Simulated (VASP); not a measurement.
A run of VASP 6.6.1 is set up as follows.

The input run.py:

```python
from ase.calculators.vasp import Vasp
from ase.dft.bandgap import bandgap
from ase.io import read

atoms = read('Ti.cif', primitive_cell=True, subtrans_included=False)
calc = Vasp(
    directory='calc',
    xc='pbe',
    pp='PBE',
    setups='gw',
    prec='Accurate',
    encut=550,
    ediff=1e-06,
    ismear=0,
    sigma=0.1,
    lreal=False,
    lasph=True,
    nelm=60,
    algo='Normal',
    isif=2,
    lwave=False,
    lcharg=True,
    lelf=True,
    lvhar=True,
    kpts=[10, 10, 6],
    gamma=True,
    nbands=19,
)
atoms.calc = calc

print('energy (eV):', atoms.get_potential_energy())
print('free energy (eV):', atoms.get_potential_energy(force_consistent=True))
print('forces (eV/A):')
print(atoms.get_forces())
print('stress (eV/A^3, Voigt):', atoms.get_stress())
print('Fermi level (eV):', calc.get_fermi_level())
gap, top, bottom = bandgap(calc)
print('band gap (eV):', gap, 'from (spin, k, band)', top, 'to', bottom)
```

Contents of Ti.cif:

```cif
data_Ti
_cell_length_a 2.95000000
_cell_length_b 2.95000000
_cell_length_c 4.68000000
_cell_angle_alpha 90.00000000
_cell_angle_beta 90.00000000
_cell_angle_gamma 120.00000000
_space_group_name_H-M_alt 'P6_3/mmc'
_space_group_name_Hall '-P 6c 2c'
_space_group_IT_number 194
loop_
_space_group_symop_operation_xyz
'x,y,z'
'-x,-y,-z'
'x-y,x,z+1/2'
'-x+y,-x,-z+1/2'
'-y,x-y,z'
'y,-x+y,-z'
'-x,-y,z+1/2'
'x,y,-z+1/2'
'-x+y,-x,z'
'x-y,x,-z'
'y,-x+y,z+1/2'
'-y,x-y,-z+1/2'
'-y,-x,-z+1/2'
'y,x,z+1/2'
'-x,-x+y,-z'
'x,x-y,z'
'-x+y,y,-z+1/2'
'x-y,-y,z+1/2'
'y,x,-z'
'-y,-x,z'
'x,x-y,-z+1/2'
'-x,-x+y,z+1/2'
'x-y,-y,-z'
'-x+y,y,z'
loop_
_atom_site_label
_atom_site_type_symbol
_atom_site_symmetry_multiplicity
_atom_site_Wyckoff_symbol
_atom_site_fract_x
_atom_site_fract_y
_atom_site_fract_z
_atom_site_occupancy
Ti1 Ti 2 c 0.6666666667 0.3333333333 0.7500000000 1
```

Potentials or basis: VASP PAW PBE potentials, release 64 (Ti_sv_GW).

The run is started by

```sh
$ python run.py
```

Task: Estimate the pressure.

Result: -2.8 GPa.

Task: What does it give for the band gap on the k mesh?

Result: None (metal or under the smearing width).

Stress tensor (GPa, compression positive):
```
-2.63  0.00  0.00
 0.00 -2.63  0.00
 0.00  0.00 -3.00
```
